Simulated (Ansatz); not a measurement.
input.yaml

```yaml
crystal:
  lattice:
    - [0.0, 3.2199606293, 3.2199606293]
    - [3.2199606293, 0.0, 3.2199606293]
    - [3.2199606293, 3.2199606293, 0.0]
  atoms:
    - { symbol: Ba, position: [0.0, 0.0, 0.0] }
basis:
  ecutwfc: 420
kpoints:
  mp_grid: { grid: [12, 12, 12] }
hamiltonian:
  xc: pbe
scf:
  occupations: { method: gaussian, width: 0.1 }
output:
  forces: true
  stress: true
  eigenvalues: true
```

Run as
```bash
ansatz run input.yaml --threads 1 --pin off --max-ram 1331MiB --backend cpu --events-out ev --progress --plain --runs-dir out
```

Theory: Ansatz 0.2.0, DFT PBE, scalar-relativistic, plane waves, PAW.

From the run's log, abridged (iterations and final results):

```
SCF iter   1: F=—  HF=-5949.524495 eV  |F-HF|=—  |Δ(HF+E_count)|=         —  Δρ=1.07e-3  dr2=1.14e-3  ethr=1.77e-3  ⟨swp⟩=7.4  Hψ=6288  notcnv=0
SCF iter   2: F=—  HF=-5949.524519 eV  |F-HF|=—  |Δ(HF+E_count)|=   2.34e-5  Δρ=7.07e-4  dr2=5.75e-4  ethr=1.14e-5  ⟨swp⟩=2.4  Hψ=1481  notcnv=0
SCF iter   3: F=—  HF=-5949.524458 eV  |F-HF|=—  |Δ(HF+E_count)|=   6.09e-5  Δρ=1.37e-4  dr2=1.85e-5  ethr=5.75e-6  ⟨swp⟩=1.2  Hψ=665  notcnv=0
SCF iter   4: F=—  HF=-5949.524457 eV  |F-HF|=—  |Δ(HF+E_count)|=   1.31e-6  Δρ=4.37e-5  dr2=1.38e-6  ethr=1.85e-7  ⟨swp⟩=2.1  Hψ=932  notcnv=0
SCF iter   5: F=-5949.524457 eV  HF=-5949.524457 eV  |F-HF|=4.91e-8  |Δ(HF+E_count)|=   5.02e-7  Δρ=9.43e-6  dr2=5.53e-8  ethr=1.38e-8  ⟨swp⟩=2.1  Hψ=917  notcnv=0
SCF iter   6: F=-5949.524457 eV  HF=-5949.524457 eV  |F-HF|=9.69e-10  |Δ(HF+E_count)|=   5.46e-8  Δρ=1.16e-6  dr2=1.19e-9  ethr=5.53e-10  ⟨swp⟩=3.3  Hψ=2947  notcnv=0
SCF 1 converged in 6 iterations: F = -5949.524457 eV  dr2 = 1.19e-9
SCF converged after 6 iterations
Free energy (F): -5949.524457 eV
Harris-Foulkes:  -5949.524457 eV  (|F-HF|=9.69e-10)
Internal energy: -5949.516171 eV  (E = F + TS)
E sigma→0 (E₀):  -5949.520314 eV
Entropy (-TS):   -0.008287 eV (-8.287 meV/atom)
Fermi energy:    5.479819 eV
--- Per-component energies (eV) ---
  E_band       = -89.826264
  E_kinetic    = 165.980005
  E_local      = -391.905706  (includes V_loc(G=0)·N_el)
  E_nonlocal   = 57.040657
  E_hartree    = 124.024275
  E_xc         = -166.265409
  E_vxc        = -133.239946  (∫ρ·V_xc dr)
  E_paw        = -5225.803068  (= ΣΔE_a)
  E_vpaw       = -35.749401  (= ΣTr[D̂ρ^β])
  E_aug_tail   = -0.000002  (compensation charges beyond the density's cutoff)
  E_ewald      = -512.586923
  E_smearing   = -0.008287  (= −TS)
--- Forces (eV/Å), atoms counted from 1 ---
  atom   1  Ba     0.00000000     0.00000000     0.00000000
--- Stress (GPa, compression-positive) ---
       -0.332885       0.000000       0.000000
        0.000000      -0.332885       0.000000
        0.000000       0.000000      -0.332885
  P = ⅓ Tr σ = -0.3329 GPa (-3.329 kbar)
--- Band table (eV; the first three rows and the last of 72) ---
  k-point 0: bands = ["-23.5408", "-8.5258", "-8.5258", "-8.5258", "2.6977", "7.1635", "7.1635", "7.1635", "8.6248"]
  k-point 1: bands = ["-23.5387", "-8.5528", "-8.5293", "-8.5293", "2.8126", "7.0068", "7.2157", "7.2157", "8.5378"]
  k-point 2: bands = ["-23.5331", "-8.6253", "-8.5386", "-8.5386", "3.1367", "6.6786", "7.3183", "7.3183", "8.4130"]
  k-point 71: bands = ["-23.4998", "-8.7743", "-8.7743", "-8.6678", "5.3911", "6.1000", "6.1000", "7.4673", "10.0776"]
```

The calculation finished and met its thresholds.